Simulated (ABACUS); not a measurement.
The system is Ge.

```
CELL_PARAMETERS angstrom
-1.60842 1.60842 1.87318
1.60842 -1.60842 1.87318
1.60842 1.60842 -1.87318
ATOMIC_POSITIONS crystal
Ge 0.50000 0.50000 0.00000
```

The cell was built by a generator and needn't be a form met in nature.

Base run:

* Program: ABACUS 3.10.1
* Functional: revPBE
* Potentials or basis: SG15 ONCV 1.2 PBE
* Cutoff: 1075 eV
* Density cutoff: 4299 eV
* Basis: plane waves
* k mesh: 12 × 12 × 12
* Occupations: fermi-dirac, width 0.05 eV
* Spin: no spin polarisation

Its results: band gap on the k mesh none (metal or under the smearing width); pressure 3.0 GPa.

**Question.** After a change of settings the same cell gave: band gap on the k mesh none (metal or under the smearing width); pressure 0.9 GPa. Which change was it?
A. functional from revPBE to PBEsol
B. functional from revPBE to TPSS
C. functional from revPBE to r2SCAN
D. functional from revPBE to PBE

**Answer.** D.

PBE binds more tightly than revPBE, so the same cell stands under less pressure.

Caveats: the potentials were made for another functional, which shifts forces and pressure (some runs).
